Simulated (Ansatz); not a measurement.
# TiCo2: tests of the settings

The task here is to estimate one member of a computed series from the others.

Computed with Ansatz 0.2.0 (DFT PBEsol, scalar-relativistic, plane waves, PAW, unless a step's input says otherwise).

2 further runs of the same task are left out: 1 that didn't finish, 1 set aside as unsound or not needed. Runs told in other sessions of the task aren't counted.

**The starting structure**

It takes space group Fd-3m (No. 227, cubic). The conventional cell has a = 6.704 Å, b = 6.704 Å, c = 6.704 Å, α = 90.00°, β = 90.00°, γ = 90.00°. Ti (site symmetry -43m) has 12 Co at 2.78 Å and 4 Ti at 2.90 Å in its first shell of neighbours. Co (site symmetry -3m) has 6 Co at 2.37 Å and 6 Ti at 2.78 Å in its first shell of neighbours.

Structure file:

```cif
data_structure
_symmetry_space_group_name_H-M 'Fd-3m:1'
_symmetry_Int_Tables_number 227
_cell_length_a 6.7040
_cell_length_b 6.7040
_cell_length_c 6.7040
_cell_angle_alpha 90.000
_cell_angle_beta 90.000
_cell_angle_gamma 90.000
_cell_volume 301.30
loop_
_atom_site_label
_atom_site_type_symbol
_atom_site_symmetry_multiplicity
_atom_site_Wyckoff_symbol
_atom_site_fract_x
_atom_site_fract_y
_atom_site_fract_z
_atom_site_occupancy
Ti1 Ti 8 a 0.50000 0.00000 0.50000 1
Co1 Co 16 d 0.12500 0.62500 0.12500 1
```

Source of the structure: the Crystallography Open Database. It is taken as it stands there.

**The base input**

Input file input.yaml:

```yaml
crystal:
  lattice:
    - [0.0, 3.352, 3.352]
    - [3.352, 0.0, 3.352]
    - [3.352, 3.352, 0.0]
  atoms:
    - { symbol: Ti, position: [0.5, 0.5, 0.5], spin: -0.33 }
    - { symbol: Ti, position: [0.75, 0.75, 0.75], spin: -0.33 }
    - { symbol: Co, position: [0.125, 0.125, 0.125], spin: 0.85 }
    - { symbol: Co, position: [0.625, 0.125, 0.125], spin: 0.85 }
    - { symbol: Co, position: [0.125, 0.125, 0.625], spin: 0.85 }
    - { symbol: Co, position: [0.125, 0.625, 0.125], spin: 0.85 }
basis:
  ecutwfc: 420
kpoints:
  mp_grid: { grid: [10, 10, 10] }
hamiltonian:
  xc: pbesol
scf:
  occupations: { method: gaussian, width: 0.1 }
output:
  forces: true
  stress: true
  eigenvalues: true
  populations: true
magnetization:
  spin_polarized: true
```

Its results, from an earlier run: -4220.2761 eV/atom at zero smearing, pressure -11.67 GPa, largest force 0.000 eV/Å, no gap on the mesh, site moments Ti -0.28 (×2), Co +0.74 (×4) μB, in 13 SCF cycles and 35 s.

The first run:

Input file input.yaml:

```yaml
crystal:
  lattice:
    - [0.0, 3.352, 3.352]
    - [3.352, 0.0, 3.352]
    - [3.352, 3.352, 0.0]
  atoms:
    - { symbol: Ti, position: [0.5, 0.5, 0.5], spin: -0.31 }
    - { symbol: Ti, position: [0.75, 0.75, 0.75], spin: -0.31 }
    - { symbol: Co, position: [0.125, 0.125, 0.125], spin: 0.82 }
    - { symbol: Co, position: [0.625, 0.125, 0.125], spin: 0.82 }
    - { symbol: Co, position: [0.125, 0.125, 0.625], spin: 0.82 }
    - { symbol: Co, position: [0.125, 0.625, 0.125], spin: 0.82 }
basis:
  ecutwfc: 420
kpoints:
  mp_grid: { grid: [1, 1, 1] }
hamiltonian:
  xc: pbesol
scf:
  occupations: { method: gaussian, width: 0.1 }
output:
  forces: true
  stress: true
  eigenvalues: true
  populations: true
magnetization:
  spin_polarized: true
```

Started as:

```console
$ ansatz run input.yaml --threads 1 --pin off --max-ram 2560MiB --backend cpu --events-out ev --progress --plain --runs-dir out
```

Among the steps run: K-point mesh: 1×1×1; K-point mesh: 2×2×2; K-point mesh set to 4×4×4; K-point mesh set to 6×6×6; K-point mesh: 8×8×8; K-point mesh set to 12×12×12; K-point mesh set to 14×14×14; K-point mesh: 16×16×16.

One table of the session follows, with a row left open; its other results are not shown here.

It belongs to the step «The sweep of the k-point mesh side by side». 

| mesh | ΔE (meV/atom) | pressure (GPa) | cell moment (μB) |
| --- | --- | --- | --- |
| 1×1×1 | 1255 | -8.02 | 3.53 |
| 2×2×2 | 7.73 | -13.26 | -0.95 |
| 4×4×4 | -2.49 | -11.44 | 2.41 |
| 6×6×6 | 0.39 | -11.48 | 2.26 |
| 8×8×8 | 0.15 | -11.65 | 2.19 |
| 10×10×10 | 0.05 | -11.67 | 2.17 |
| 12×12×12 | ? | ? | ? |
| 14×14×14 | -0.03 | -11.62 | 2.20 |
| 16×16×16 | 0.00 | -11.64 | 2.19 |

Q: Estimate the row for 12×12×12 from the others.

As computed: ΔE (meV/atom): -0.08; pressure (GPa): -11.65; cell moment (μB): 2.19. In the column «ΔE (meV/atom)» it lies between 4×4×4 (-2.49) and 14×14×14 (-0.03).

To keep in mind: The error changes sign along the series, since a k mesh isn't variational, and a metal needs dense meshes to resolve its Fermi surface. Warnings in the runs' records: seeded moment not kept, stability check not made.
